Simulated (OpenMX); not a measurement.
Mo:

```
CELL_PARAMETERS angstrom
-1.58381 1.58381 1.58381
1.58381 -1.58381 1.58381
1.58381 1.58381 -1.58381
ATOMIC_POSITIONS crystal
Mo 0.00000 0.00000 0.00000
```

Base run:

| Quantity | Value |
| --- | --- |
| Program | OpenMX 3.8.5 |
| Functional | PBE |
| Potentials or basis | OpenMX 2013 PBE set, Mo7.0-s3p2d2, grid cutoff 400 Ry |
| k mesh | 13 × 13 × 13 |
| Occupations | fermi-dirac, width 0.05 eV |
| Spin | no spin polarisation |

Its results: pressure 2.4 GPa.

The run is repeated on the same cell with these changes: potentials or basis from OpenMX 2013 PBE set, Mo7.0-s3p2d2, grid cutoff 400 Ry to OpenMX 2013 PBE set, Mo7.0-s3p2d1, grid cutoff 400 Ry. What comes out?

Pressure 3.4 GPa.

Caveats: the basis of atomic orbitals isn't converged, which shifts pressures, moduli and gaps.
